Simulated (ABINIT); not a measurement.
# BN (Qingsongite): a self-consistent loop beyond G0W0, cycle by cycle, part 2 of 3

Wanted: G0W0 and self-consistent gaps of BN (Qingsongite), with the cost of the cycles.

ABINIT 10.8.3; LDA and many-body steps on it, plane waves. Known limits of the many-body steps: not at the basis limit; coarse k mesh.

So far. Step 5 (evGW0, cycle 1): Against G0W0 in ABINIT (6×6×6 mesh, 34 bands, screening to 130.6 eV, Godby-Needs plasmon pole), the gap moves by +0.298 eV. This first cycle still uses the starting levels; it takes the full correction, at all points of the mesh, and its linearised value is 6.039 eV. Step 6 (evGW0, cycle 2): Against the cycle before, the gap moves by −0.080 eV.

## (7) evGW0, cycle 3

Level of this step: evGW0 on LDA, plane waves, norm-conserving pseudopotentials (ABINIT).

Input file run.abi:

```
acell 3*1.0 Angstrom
rprim 
  -0.000000000000 1.807500000000 1.807500000000
  1.807500000000 0.000000000000 1.807500000000
  1.807500000000 1.807500000000 -0.000000000000
ntypat 2
znucl 5 7
natom 2
typat 1 2
xred 
  0.000000000000 0.000000000000 0.000000000000
  0.250000000000 0.250000000000 0.250000000000
pp_dirpath "pseudos"
pseudos "B.upf, N.upf"
ecut 36
ngkpt 6 6 6
nshiftk 1
shiftk 0 0 0
kptopt 1
chksymbreak 0
istwfk *1
occopt 1
irdwfk 1
optdriver 4
nband 34
gwcalctyp 10
ecutsigx 36
symsigma 1
nkptgw 16
kptgw 
  0.0000000000 0.0000000000 0.0000000000
  0.1666666667 0.0000000000 0.0000000000
  0.3333333333 0.0000000000 0.0000000000
  0.5000000000 0.0000000000 0.0000000000
  0.1666666667 0.1666666667 0.0000000000
  0.3333333333 0.1666666667 0.0000000000
  0.5000000000 0.1666666667 0.0000000000
  -0.3333333333 0.1666666667 0.0000000000
  -0.1666666667 0.1666666667 0.0000000000
  0.3333333333 0.3333333333 0.0000000000
  0.5000000000 0.3333333333 0.0000000000
  -0.3333333333 0.3333333333 0.0000000000
  0.5000000000 0.5000000000 0.0000000000
  0.5000000000 0.3333333333 0.1666666667
  -0.3333333333 0.3333333333 0.1666666667
  -0.3333333333 0.5000000000 0.1666666667
bdgw 
  1 8
  1 8
  1 8
  1 8
  1 8
  1 8
  1 8
  1 8
  1 8
  1 8
  1 8
  1 8
  1 8
  1 8
  1 8
  1 8
ecuteps 4.8
irdscr 1
ppmodel 1
irdqps 1
indata_prefix "in"
outdata_prefix "out"
tmpdata_prefix "tmp"
```

Started as:

```bash
> OMP_NUM_THREADS=1 mpirun -n 4 abinit run.abi > log
```

Log:

```text
.Version 10.8.3 of ABINIT. v10.8.2 released Aug 2026.

 Symmetries : space group F-4 3 m (#216); Bravais cF (face-center cubic)
[... echo of the input left out ...]
== DATASET  1 ==================================================================
-   mpi_nproc: 4, omp_nthreads: 1 (-1 if OMP is not activated)

--- !DatasetInfo
iteration_state: {dtset: 1, }
dimensions: {natom: 2, nkpt: 16, mband: 34, nsppol: 1, nspinor: 1, nspden: 1, mpw: 869, }
cutoff_energies: {ecut:  36.0, pawecutdg:  -1.0, }
[...]
.  kptgw no:  3; Maximum DeltaE = (   0.019   0.002) for band index:  8
[...]
.  kptgw no: 15; Maximum DeltaE = (  -0.023   0.000) for band index:  1
.  kptgw no: 16; Maximum DeltaE = (  -0.026   0.003) for band index:  1

== END DATASET(S) ==============================================================
================================================================================

 -outvars: echo values of variables after computation  --------
           etotal      0.0000000000E+00
            nband          34
             nkpt          16
          spgroup         216
 [... the other variables as echoed above ...]

 Calculation completed.
```

The job ended after 38 s (4 MPI ranks of Arm Neoverse N1, shared host; peak memory 0.47 GiB).

This step gave:

| Item | Value |
| --- | --- |
| quasiparticle gap on the mesh | 6.257 eV |
| gap of the density functional on the mesh | 4.420 eV |
| k of the valence top | 0, 0, 0 |
| k of the conduction bottom | 0.5, 0.5, 0 |
| least direct quasiparticle gap on the computed points | 11.11 eV |

Against the cycle before, the gap moves by +0.000 eV.

## (8) Screening, 6×6×6 mesh, 34 bands, screening to 130.6 eV

This step: RPA screening on LDA, plane waves, norm-conserving pseudopotentials.

Input file run.abi:

```
acell 3*1.0 Angstrom
rprim 
  -0.000000000000 1.807500000000 1.807500000000
  1.807500000000 0.000000000000 1.807500000000
  1.807500000000 1.807500000000 -0.000000000000
ntypat 2
znucl 5 7
natom 2
typat 1 2
xred 
  0.000000000000 0.000000000000 0.000000000000
  0.250000000000 0.250000000000 0.250000000000
pp_dirpath "pseudos"
pseudos "B.upf, N.upf"
ecut 36
ngkpt 6 6 6
nshiftk 1
shiftk 0 0 0
kptopt 1
chksymbreak 0
istwfk *1
occopt 1
irdwfk 1
optdriver 3
nband 34
ecuteps 4.8
inclvkb 2
awtr 1
symchi 1
gwcalctyp 10
mbpt_sciss 2.479 eV
nqptdm 1
qptdm 
  0 0 0
indata_prefix "in"
outdata_prefix "out"
tmpdata_prefix "tmp"
```

Log:

```text
.Version 10.8.3 of ABINIT. v10.8.2 released Aug 2026.

 Symmetries : space group F-4 3 m (#216); Bravais cF (face-center cubic)
[... echo of the input left out ...]
== DATASET  1 ==================================================================
-   mpi_nproc: 4, omp_nthreads: 1 (-1 if OMP is not activated)

--- !DatasetInfo
iteration_state: {dtset: 1, }
dimensions: {natom: 2, nkpt: 16, mband: 34, nsppol: 1, nspinor: 1, nspden: 1, mpw: 869, }
cutoff_energies: {ecut:  36.0, pawecutdg:  -1.0, }
electrons: {nelect:   8.00000000E+00, charge:   0.00000000E+00, occopt:   1.00000000E+00, tsmear:   1.00000000E-02, }

 SCREENING: Calculation of the susceptibility and dielectric matrices

 Based on a program developped by R.W. Godby, V. Olevano, G. Onida, and L. Reining.
 Incorporated in ABINIT by V. Olevano, G.-M. Rignanese, and M. Torrent.
.Using double precision arithmetic ; gwpc =  8

[... cell and pseudopotentials left out ...]
--------------------------------------------------------------------------------

 ==== K-mesh for the wavefunctions ====
 Number of points in the irreducible wedge :    16
[... list of points left out ...]
 Together with 24 symmetry operations and time-reversal symmetry
 yields   216 points in the full Brillouin Zone.

 ==== Q-mesh for the screening function ====
 Number of points in the irreducible wedge :    16
[... list of points left out ...]
 Together with 24 symmetry operations and time-reversal symmetry
 yields   216 points in the full Brillouin Zone.

 setmesh: FFT mesh size selected  =    18x   18x   18
          total number of points  =         5832

 vcoul_init : cutoff-mode = AUXILIARY_FUNCTION
 q-points for optical limit:   1
     1)      0.000010    0.000020    0.000030

 Dielectric matrix will be calculated only for some
 selected q points provided by the user through the input variables
 nqptdm and qptdm

- screening: taking advantage of time-reversal symmetry
- Maximum band index for partially occupied states nbvw = 4
- Remaining bands to be divided among processors   nbcw = 30
- Number of bands treated by each node ~7

 rdqps: reading QP wavefunctions of the previous step
        looking for file in_QPS
 file not found, 1st iteration initialized with KS eigenelements

 screening : performing a first self-consistency
 update of the energies in W by a scissor operator
 applying a scissor operator of [eV] :   2.479

 Number of electrons calculated from density =    8.0000; Expected =    8.0000
 average of density, n =  0.100376
 r_s =    1.3348
 omega_plasma =   30.5612 [eV]

 calculating chi0 at frequencies [eV] :
  1    0.000000E+00    0.000000E+00
  2    0.000000E+00    3.056116E+01

--------------------------------------------------------------------------------
  q-point number  1        q = ( 0.000000, 0.000000, 0.000000) [r.l.u.]
--------------------------------------------------------------------------------
[... chi0 elements left out ...]
 For q-point:  0.000010 0.000020 0.000030
  dielectric constant =   3.9291
  dielectric constant without local fields =   4.1683

  Average fulfillment of the sum rule on Im[epsilon] for q-point    1 :     74.66  [%]
[... wings left out ...]
== END DATASET(S) ==============================================================
================================================================================

 -outvars: echo values of variables after computation  --------
           etotal      0.0000000000E+00
            nband          34
             nkpt          16
          spgroup         216
 [... the other variables as echoed above ...]

 Calculation completed.
```

Wall time 2.8 s (4 MPI ranks); peak memory 0.09 GiB.

Numbers from this step:

```
ε∞ with local fields, on this mesh, along the program's q direction : 3.929
the same without local fields                                       : 4.168
plasma frequency                                                    : 30.56 eV
plane waves in the screening matrix                                 : 51
```

This screening uses the functional's bands under a rigid shift, the mean opening of the cycle before.

## (9) Screening, 6×6×6 mesh, 34 bands, screening to 130.6 eV

This step: RPA screening on LDA from quasiparticle energies, plane waves, norm-conserving pseudopotentials.

run.abi, as its differences from that of step 8:

```diff
@@ -29,7 +29,21 @@
 symchi 1
+irdqps 1
 gwcalctyp 10
-mbpt_sciss 2.479 eV
-nqptdm 1
+nqptdm 15
 qptdm 
-  0 0 0
+  0.1666666667 0.0000000000 0.0000000000
+  0.3333333333 0.0000000000 0.0000000000
+  0.5000000000 0.0000000000 0.0000000000
+  0.1666666667 0.1666666667 0.0000000000
+  0.3333333333 0.1666666667 0.0000000000
+  0.5000000000 0.1666666667 0.0000000000
+  -0.3333333333 0.1666666667 0.0000000000
+  -0.1666666667 0.1666666667 0.0000000000
+  0.3333333333 0.3333333333 0.0000000000
+  0.5000000000 0.3333333333 0.0000000000
+  -0.3333333333 0.3333333333 0.0000000000
+  0.5000000000 0.5000000000 0.0000000000
+  0.5000000000 0.3333333333 0.1666666667
+  -0.3333333333 0.3333333333 0.1666666667
+  -0.3333333333 0.5000000000 0.1666666667
 indata_prefix "in"
```

Input file mrgscr.stdin:

```
2
merged
q0_SCR
out_SCR
1
```

Started as:

```bash
> OMP_NUM_THREADS=1 mpirun -n 4 abinit run.abi > log; mrgscr < mrgscr.stdin
```

Log:

```text
.Version 10.8.3 of ABINIT. v10.8.2 released Aug 2026.

 Symmetries : space group F-4 3 m (#216); Bravais cF (face-center cubic)
[... echo of the input left out ...]
== DATASET  1 ==================================================================
-   mpi_nproc: 4, omp_nthreads: 1 (-1 if OMP is not activated)

--- !DatasetInfo
iteration_state: {dtset: 1, }
dimensions: {natom: 2, nkpt: 16, mband: 34, nsppol: 1, nspinor: 1, nspden: 1, mpw: 869, }
cutoff_energies: {ecut:  36.0, pawecutdg:  -1.0, }
[...]
q-point number  1        q = ( 0.166667, 0.000000, 0.000000) [r.l.u.]
--------------------------------------------------------------------------------
[... chi0 elements left out ...]
  Average fulfillment of the sum rule on Im[epsilon] for q-point    2 :    102.39  [%]

--------------------------------------------------------------------------------
  q-point number  2        q = ( 0.333333, 0.000000, 0.000000) [r.l.u.]
--------------------------------------------------------------------------------
[... chi0 elements left out ...]
  Average fulfillment of the sum rule on Im[epsilon] for q-point    3 :     92.29  [%]

 [... 13 further q-points ...]
```

Elapsed: 10 s, on 4 MPI ranks; peak memory 0.32 GiB; 41 s of CPU time.

Numbers from this step:

| Property | Result |
| --- | --- |
| plasma frequency | 30.56 eV |
| plane waves in the screening matrix | 51 |

This screening reads the quasiparticle levels of the cycle before.

## (10) evGW, cycle 1

This step: evGW on LDA, plane waves, norm-conserving pseudopotentials.

run.abi, as its differences from that of step 9:

```diff
@@ -23,12 +23,10 @@
 irdwfk 1
-optdriver 3
+optdriver 4
 nband 34
-ecuteps 4.8
-inclvkb 2
-awtr 1
-symchi 1
-irdqps 1
 gwcalctyp 10
-nqptdm 15
-qptdm 
+ecutsigx 36
+symsigma 1
+nkptgw 16
+kptgw 
+  0.0000000000 0.0000000000 0.0000000000
   0.1666666667 0.0000000000 0.0000000000
@@ -48,2 +46,23 @@
   -0.3333333333 0.5000000000 0.1666666667
+bdgw 
+  1 8
+  1 8
+  1 8
+  1 8
+  1 8
+  1 8
+  1 8
+  1 8
+  1 8
+  1 8
+  1 8
+  1 8
+  1 8
+  1 8
+  1 8
+  1 8
+ecuteps 4.8
+irdscr 1
+ppmodel 1
+irdqps 1
 indata_prefix "in"
```

Started as:

```bash
> OMP_NUM_THREADS=1 mpirun -n 4 abinit run.abi > log
```

Log:

```text
.Version 10.8.3 of ABINIT. v10.8.2 released Aug 2026.

 Symmetries : space group F-4 3 m (#216); Bravais cF (face-center cubic)
[... echo of the input left out ...]
== DATASET  1 ==================================================================
-   mpi_nproc: 4, omp_nthreads: 1 (-1 if OMP is not activated)

--- !DatasetInfo
iteration_state: {dtset: 1, }
dimensions: {natom: 2, nkpt: 16, mband: 34, nsppol: 1, nspinor: 1, nspden: 1, mpw: 869, }
cutoff_energies: {ecut:  36.0, pawecutdg:  -1.0, }
[...]
.  kptgw no:  3; Maximum DeltaE = (  -0.471   0.017) for band index:  1
[...]
.  kptgw no: 15; Maximum DeltaE = (  -0.404   0.001) for band index:  1
.  kptgw no: 16; Maximum DeltaE = (  -0.400   0.003) for band index:  1

== END DATASET(S) ==============================================================
================================================================================

 -outvars: echo values of variables after computation  --------
           etotal      0.0000000000E+00
            nband          34
             nkpt          16
          spgroup         216
 [... the other variables as echoed above ...]

 Calculation completed.
```

It took 38 s on 4 MPI ranks; peak memory 0.47 GiB; 2.5 min of CPU time.

This step gave:

- quasiparticle gap on the mesh: 6.592 eV
- gap of the density functional on the mesh: 4.420 eV
- k of the valence top: 0, 0, 0
- k of the conduction bottom: 0.5, 0.5, 0
- least direct quasiparticle gap on the computed points: 11.49 eV

Against G0W0 in ABINIT (6×6×6 mesh, 34 bands, screening to 130.6 eV, Godby-Needs plasmon pole), the gap moves by +0.553 eV.

## (11) Screening, 6×6×6 mesh, 34 bands, screening to 130.6 eV

This step: RPA screening on LDA, plane waves, norm-conserving pseudopotentials.

Input file run.abi:

```
acell 3*1.0 Angstrom
rprim 
  -0.000000000000 1.807500000000 1.807500000000
  1.807500000000 0.000000000000 1.807500000000
  1.807500000000 1.807500000000 -0.000000000000
ntypat 2
znucl 5 7
natom 2
typat 1 2
xred 
  0.000000000000 0.000000000000 0.000000000000
  0.250000000000 0.250000000000 0.250000000000
pp_dirpath "pseudos"
pseudos "B.upf, N.upf"
ecut 36
ngkpt 6 6 6
nshiftk 1
shiftk 0 0 0
kptopt 1
chksymbreak 0
istwfk *1
occopt 1
irdwfk 1
optdriver 3
nband 34
ecuteps 4.8
inclvkb 2
awtr 1
symchi 1
gwcalctyp 10
mbpt_sciss 2.894 eV
nqptdm 1
qptdm 
  0 0 0
indata_prefix "in"
outdata_prefix "out"
tmpdata_prefix "tmp"
```

Log:

```text
.Version 10.8.3 of ABINIT. v10.8.2 released Aug 2026.

 Symmetries : space group F-4 3 m (#216); Bravais cF (face-center cubic)
[... echo of the input left out ...]
== DATASET  1 ==================================================================
-   mpi_nproc: 4, omp_nthreads: 1 (-1 if OMP is not activated)

--- !DatasetInfo
iteration_state: {dtset: 1, }
dimensions: {natom: 2, nkpt: 16, mband: 34, nsppol: 1, nspinor: 1, nspden: 1, mpw: 869, }
cutoff_energies: {ecut:  36.0, pawecutdg:  -1.0, }
[...]
[... chi0 elements left out ...]
 For q-point:  0.000010 0.000020 0.000030
  dielectric constant =   3.8556
  dielectric constant without local fields =   4.0847

  Average fulfillment of the sum rule on Im[epsilon] for q-point    1 :     75.29  [%]
[... wings left out ...]
== END DATASET(S) ==============================================================
================================================================================

 -outvars: echo values of variables after computation  --------
           etotal      0.0000000000E+00
            nband          34
             nkpt          16
          spgroup         216
 [... the other variables as echoed above ...]

 Calculation completed.
```

Wall time 2.8 s (4 MPI ranks); peak memory 0.09 GiB; 11 s of CPU time.

This step gave:

```
ε∞ with local fields, on this mesh, along the program's q direction : 3.856
the same without local fields                                       : 4.085
plasma frequency                                                    : 30.56 eV
plane waves in the screening matrix                                 : 51
```

This screening uses the functional's bands under a rigid shift, the mean opening of the cycle before.

## (12) Screening, 6×6×6 mesh, 34 bands, screening to 130.6 eV

This step: RPA screening on LDA from quasiparticle energies, plane waves, norm-conserving pseudopotentials.

run.abi, as its differences from that of step 11:

```diff
@@ -29,7 +29,21 @@
 symchi 1
+irdqps 1
 gwcalctyp 10
-mbpt_sciss 2.894 eV
-nqptdm 1
+nqptdm 15
 qptdm 
-  0 0 0
+  0.1666666667 0.0000000000 0.0000000000
+  0.3333333333 0.0000000000 0.0000000000
+  0.5000000000 0.0000000000 0.0000000000
+  0.1666666667 0.1666666667 0.0000000000
+  0.3333333333 0.1666666667 0.0000000000
+  0.5000000000 0.1666666667 0.0000000000
+  -0.3333333333 0.1666666667 0.0000000000
+  -0.1666666667 0.1666666667 0.0000000000
+  0.3333333333 0.3333333333 0.0000000000
+  0.5000000000 0.3333333333 0.0000000000
+  -0.3333333333 0.3333333333 0.0000000000
+  0.5000000000 0.5000000000 0.0000000000
+  0.5000000000 0.3333333333 0.1666666667
+  -0.3333333333 0.3333333333 0.1666666667
+  -0.3333333333 0.5000000000 0.1666666667
 indata_prefix "in"
```

mrgscr.stdin is that of step 9.

Started as:

```bash
> OMP_NUM_THREADS=1 mpirun -n 4 abinit run.abi > log; mrgscr < mrgscr.stdin
```

Log:

```text
.Version 10.8.3 of ABINIT. v10.8.2 released Aug 2026.

 Symmetries : space group F-4 3 m (#216); Bravais cF (face-center cubic)
[... echo of the input left out ...]
== DATASET  1 ==================================================================
-   mpi_nproc: 4, omp_nthreads: 1 (-1 if OMP is not activated)

--- !DatasetInfo
iteration_state: {dtset: 1, }
dimensions: {natom: 2, nkpt: 16, mband: 34, nsppol: 1, nspinor: 1, nspden: 1, mpw: 869, }
cutoff_energies: {ecut:  36.0, pawecutdg:  -1.0, }
[...]
q-point number  1        q = ( 0.166667, 0.000000, 0.000000) [r.l.u.]
--------------------------------------------------------------------------------
[... chi0 elements left out ...]
  Average fulfillment of the sum rule on Im[epsilon] for q-point    2 :    104.36  [%]

--------------------------------------------------------------------------------
  q-point number  2        q = ( 0.333333, 0.000000, 0.000000) [r.l.u.]
--------------------------------------------------------------------------------
[... chi0 elements left out ...]
  Average fulfillment of the sum rule on Im[epsilon] for q-point    3 :     93.63  [%]

 [... 13 further q-points ...]
```

Elapsed: 11 s, on 4 MPI ranks; peak memory 0.32 GiB; 42 s of CPU time.

This step gave:

- plasma frequency: 30.56 eV
- plane waves in the screening matrix: 51

This screening reads the quasiparticle levels of the cycle before.

## (13) evGW, cycle 2

This step: evGW on LDA, plane waves, norm-conserving pseudopotentials.

run.abi, as its differences from that of step 12:

```diff
@@ -23,12 +23,10 @@
 irdwfk 1
-optdriver 3
+optdriver 4
 nband 34
-ecuteps 4.8
-inclvkb 2
-awtr 1
-symchi 1
-irdqps 1
 gwcalctyp 10
-nqptdm 15
-qptdm 
+ecutsigx 36
+symsigma 1
+nkptgw 16
+kptgw 
+  0.0000000000 0.0000000000 0.0000000000
   0.1666666667 0.0000000000 0.0000000000
@@ -48,2 +46,23 @@
   -0.3333333333 0.5000000000 0.1666666667
+bdgw 
+  1 8
+  1 8
+  1 8
+  1 8
+  1 8
+  1 8
+  1 8
+  1 8
+  1 8
+  1 8
+  1 8
+  1 8
+  1 8
+  1 8
+  1 8
+  1 8
+ecuteps 4.8
+irdscr 1
+ppmodel 1
+irdqps 1
 indata_prefix "in"
```

Started as:

```bash
> OMP_NUM_THREADS=1 mpirun -n 4 abinit run.abi > log
```

Log:

```text
.Version 10.8.3 of ABINIT. v10.8.2 released Aug 2026.

 Symmetries : space group F-4 3 m (#216); Bravais cF (face-center cubic)
[... echo of the input left out ...]
== DATASET  1 ==================================================================
-   mpi_nproc: 4, omp_nthreads: 1 (-1 if OMP is not activated)

--- !DatasetInfo
iteration_state: {dtset: 1, }
dimensions: {natom: 2, nkpt: 16, mband: 34, nsppol: 1, nspinor: 1, nspden: 1, mpw: 869, }
cutoff_energies: {ecut:  36.0, pawecutdg:  -1.0, }
[...]
.  kptgw no:  3; Maximum DeltaE = (  -0.029   0.000) for band index:  2
[...]
.  kptgw no: 15; Maximum DeltaE = (  -0.031   0.002) for band index:  1
.  kptgw no: 16; Maximum DeltaE = (  -0.029  -0.000) for band index:  2

== END DATASET(S) ==============================================================
================================================================================

 -outvars: echo values of variables after computation  --------
           etotal      0.0000000000E+00
            nband          34
             nkpt          16
          spgroup         216
 [... the other variables as echoed above ...]

 Calculation completed.
```

Wall time 38 s (4 MPI ranks); peak memory 0.47 GiB; 2.5 min of CPU time.

Numbers from this step:

| Quantity | Value |
| --- | --- |
| quasiparticle gap on the mesh | 6.629 eV |
| gap of the density functional on the mesh | 4.420 eV |
| k of the valence top | 0, 0, 0 |
| k of the conduction bottom | 0.5, 0.5, 0 |
| least direct quasiparticle gap on the computed points | 11.53 eV |

Against the cycle before, the gap moves by +0.037 eV.

[end of part 2 of 3]

[Paths, hosts, dates, memory and timing lines, banners, echoed tables and standing remarks are left out of the program output.]

[Logs are printed without paths, hosts, clocks, repeated set-up lines and the standing remarks that a program may print on its own settings, such as how far it seeks lower states.]

[Runs of the session that timed out or met a known fault of the program may be left out.]

[Hosts, paths, dates, database ids (printed as entryN), source tags and the programs' standing remarks are cut or masked in the printed files.]

[G0W0 gaps are taken among the corrected bands and points alone; a level outside them can change the order at an edge.]

[Where Ansatz stands beside ABINIT at settings called matched, ABINIT's density can come from a denser mesh and the files from another edition; pairs whose starting gaps differed by over 0.03 eV were left out, so agreement reads better than it is.]
